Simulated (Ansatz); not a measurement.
**What a change of settings does to a run on BAs**

Structure from Materials Project entry mp-10044 (possibly hypothetical), not relaxed further.

First run: DFT, LDA, PAW with Ansatz's default frozen-core files, scalar-relativistic (Ansatz 0.2.0).

Command: `ansatz run input.yaml --threads 1 --pin off --max-ram 2048MiB --backend cpu --events-out ev --progress --plain --runs-dir out` The run took 22 s on 1 thread of Arm Neoverse V1, on a shared host.

```yaml
crystal:
  lattice:
    - [0.0, 2.409627, 2.409627]
    - [2.409627, 0.0, 2.409627]
    - [2.409627, 2.409627, 0.0]
  atoms:
    - { symbol: B, position: [0.75, 0.75, 0.75] }
    - { symbol: As, position: [0.0, 0.0, 0.0] }
kpoints:
  mp_grid: { grid: [11, 11, 11] }
  band_path:
    path:
      - [0.0, 0.0, 0.0]
      - [-0.5, -0.5, 0.0]
      - [-0.375, -0.375, 0.25]
      - [-0.375, 0.0, 0.375]
      - [0.0, 0.0, 0.0]
      - [0.0, 0.0, 0.5]
      - [-0.5, -0.25, 0.25]
      - [-0.5, -0.5, 0.0]
    npoints: 14
scf:
  occupations: { method: fermi_dirac, width: 0.01 }
hamiltonian:
  xc: lda
  pseudopotentials: { kind: paw }
output:
  forces: true
  stress: true
  eigenvalues: true
  efg: { contact_densities: true }
  populations: true
  bader: true
  dos: { projected: true, de: 0.2, e_range: [-14, 8] }
  write_density: true
  write_potential: true
  elf: true
  volumetric_format: npy
```

Result: converged; pressure -7.19 GPa; gap on the k mesh 1.18 eV (the mesh can miss the band edges); 6 SCF iterations.

The input is then changed:

```diff
@@ -5,6 +5,6 @@
     - [2.409627, 2.409627, 0.0]
   atoms:
-    - { symbol: B, position: [0.75, 0.75, 0.75] }
-    - { symbol: As, position: [0.0, 0.0, 0.0] }
+    - { symbol: B, position: [0.75, 0.75, 0.75], spin: 1.0 }
+    - { symbol: As, position: [0.0, 0.0, 0.0], spin: 2.0 }
 kpoints:
   mp_grid: { grid: [11, 11, 11] }
@@ -21,5 +21,5 @@
     npoints: 14
 scf:
-  occupations: { method: fermi_dirac, width: 0.01 }
+  occupations: { method: tetrahedron_uncorrected }
 hamiltonian:
   xc: lda
@@ -31,9 +31,9 @@
   efg: { contact_densities: true }
   populations: true
-  bader: true
-  dos: { projected: true, de: 0.2, e_range: [-14, 8] }
   write_density: true
   write_potential: true
   elf: true
   volumetric_format: npy
+magnetization:
+  spin_polarized: true
```

**Question.** What does the second run give?

**Answer.** It converged; pressure -7.19 GPa; moment 0.00 μB; 13 SCF iterations.

The results part of its log:

```
SCF 1 converged in 13 iterations: F = -4923.493924 eV  dr2 = 1.23e-13
  greatest PAW one-centre occupation: 0.999 electrons in one spin orbital (limit 2), on the As atom at site 1 (counted from 0), in its partial waves of l = 2
WARN: the starting moments were not kept: the SCF closed with an absolute magnetisation of 9.1e-7 μB, where they sum to 3 μB in size (2 sites). That is at most 0.1 of that sum. Measured as dr2_m measures the in/out step, that magnetisation stands 1.2e-13 eV from none, at or under the dr2_threshold of 1.0e-7 eV: it is no larger than a step whose dr2_m would equal this threshold. The system may hold no moment; this SCF shows only that its start led to no more than that. To try another start: raise the starting moments (crystal.atoms[].spin, magnetization.per_species, magnetization.initial_magnetization, or on a non-collinear deck that types none of these the spinor_matrix: blocks that start its atoms; where the total moment is fixed, keep their sum and leave initial_magnetization as it is; typed ones take the place of any that the run laid by itself, positive ones on a crystal's lanthanoids without a Hubbard term where scf.initial_density.shell_occupations: [] is typed) or, if the notice of its spin-set hold's release reads "site moments contracting" or "site moments show no strong build", lengthen the hold (scf.mixing.spin_hold: { on: { confirm: 4 } }; for m-r²SCAN on two components see the key's manual first). Each may lead to a state that holds a moment. A second SCF, from the converged charge density, with the starting moments and any scf.initial_density.shell_occupations laid on it anew, would have followed, and was not run: the deck does not ask for one (magnetization.retry_lost_moments is false, the default). To let it run, set magnetization.retry_lost_moments: true and run the deck again, where that key's refused combinations let it; where memory then withholds it, that run's warning says so.
NSCF: frozen V_eff on 99 k-points
SCF converged after 13 iterations
Magnetization: 0.0000 μB (9.0000 up, 9.0000 down)
Absolute magnetization: 0.0000 μB (∫|ρ↑−ρ↓|, with the PAW one-centre terms)
Spin contamination: 0.0000 ħ² per cell (⟨S²⟩ above its minimum at these occupations)
Per-site moments (μB) at R_I (Å): [(1.5190565532336923e-7, 0.8608042557035153), (-2.4902465393631925e-7, 0.8608042557035153)]
Free energy (F): -4923.493924 eV
Harris-Foulkes:  -4923.493924 eV  (|F-HF|=1.82e-12)
Internal energy: -4923.493924 eV  (E = F + TS)
E sigma→0 (E₀):  -4923.493924 eV
Fermi energy:    10.425471 eV
--- Per-component energies (eV) ---
  E_band       = -222.516311
  E_kinetic    = 151.454854
  E_local      = -1726.143847  (includes V_loc(G=0)·N_el)
  E_nonlocal   = -652.059445
  E_hartree    = 950.175155
  E_xc         = -110.631709
  E_vxc        = -117.341188  (∫ρ·V_xc dr)
  E_paw        = -1827.766165  (= ΣΔE_a)
  E_vpaw       = 221.222994  (= ΣTr[D̂ρ^β])
  E_aug_tail   = 0.000008  (compensation charges beyond the density's cutoff)
  E_ewald      = -1710.643839
  E_core_change = 2.121064  (= ΣΔE_core)
  E_smearing   = -0.000000  (= −TS)
  E_closure    = 0.000000  (closes the sum)
  Σ components = -4923.493924   (vs F -4923.493924, Δ=0.00e0)
--- Forces (eV/Å), atoms counted from 1 ---
  atom   1  B      0.00000000    -0.00000000    -0.00000000
  atom   2  As     0.00000000    -0.00000000    -0.00000000
  max |Σ_I F_I| component: 6.30e-16 eV/Å
--- Stress (GPa, compression-positive) ---
       -7.193168      -0.000000       0.000000
        0.000000      -7.193168       0.000000
        0.000000       0.000000      -7.193168
  P = ⅓ Tr σ = -7.1932 GPa (-71.932 kbar)
--- PAW observables at the nuclei: V_zz in 10²¹ V/m², potentials from the cell's mean, atoms counted from 1 ---
  atom   1  B  V_zz =    +0.000000   η = 0.0000   by run symmetry: forbidden
            electrostatic potential = -326.155609 V   contact ρ = 475.588938 e/Å³   contact ρ_s (e/Å³): all electrons +0.000001, valence +0.000001
  atom   2  As V_zz =    +0.000000   η = 0.0000   by run symmetry: forbidden
            electrostatic potential = -4515.808994 V   contact ρ = 234336.207117 e/Å³   contact ρ_s (e/Å³): all electrons -0.000012, valence -0.000011
--- Band table (eV; the first three rows and the last of 112) ---
  k-point 0 ↑: bands = ["-25.4426", "-25.4426", "-25.4426", "-25.4219", "-25.4219", "-4.7299", "10.4255", "10.4255", "10.4255", "13.6455", "13.6455", "13.6455", "14.7391", "19.6539", "23.5267"]
  k-point 1 ↑: bands = ["-25.4424", "-25.4421", "-25.4421", "-25.4218", "-25.4218", "-4.5979", "9.2445", "10.1787", "10.1787", "13.7268", "13.9708", "13.9708", "15.5360", "20.1771", "22.4785"]
  k-point 2 ↑: bands = ["-25.4418", "-25.4407", "-25.4407", "-25.4217", "-25.4217", "-4.2077", "7.1631", "9.6787", "9.6787", "13.5195", "14.6119", "14.6119", "17.0360", "21.1756", "21.6845"]
  k-point 55 ↓: bands = ["-25.4400", "-25.4358", "-25.4290", "-25.4242", "-25.4191", "-0.6793", "2.6391", "4.8528", "5.8247", "14.8570", "16.3440", "17.2472", "17.8623", "22.0267", "25.0923"]
--- Löwdin populations: 2 sites ---
  site symbol       q [e]    m [muB]
     0      B      3.5471     0.0000
     1     As     14.4165    -0.0000
  spilling = 0.002023 (of n_electrons = 18.000000)
```
